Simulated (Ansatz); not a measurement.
Input of an Ansatz 0.2.0 run:

Contents of input.yaml:

```yaml
crystal:
  lattice:
    - [-2.029189411, 2.029189411, 1.6607599896]
    - [2.029189411, -2.029189411, 1.6607599896]
    - [2.029189411, 2.029189411, -1.6607599896]
  atoms:
    - { symbol: Sn, position: [0.0, 0.0, 0.0] }
kpoints:
  mp_grid: { grid: [10, 10, 10] }
  band_path:
    path:
      - [0.0, 0.0, 0.0]
      - [0.0, 0.0, 0.5]
      - [-0.5, 0.5, 0.5]
      - [0.0, 0.0, 0.0]
      - [0.4174590337, 0.4174590337, -0.4174590337]
      - [0.25, 0.25, 0.25]
      - [0.0, 0.5, 0.0]
      - [-0.4174590337, 0.5825409663, 0.4174590337]
    npoints: 6
scf:
  occupations: { method: fermi_dirac, width: 0.05 }
hamiltonian:
  xc: lda
  pseudopotentials: { kind: all_electron, lapw: { basis_error: 0.001 } }
output:
  forces: true
  stress: true
  eigenvalues: true
```

Potentials or basis: all-electron LAPW, scalar-relativistic.

The run is started by

```console
$ ansatz run input.yaml --threads 1 --pin off --max-ram 3072MiB --backend cpu --events-out ev --progress --plain --runs-dir out
```

(1) Estimate the band gap along the path.

(2) Estimate the pressure.

## Answers

(1) none (metal or under the smearing width).

(2) -3.2 GPa.

Caveat: spin-orbit coupling is left out, which moves the levels of the heavy elements.
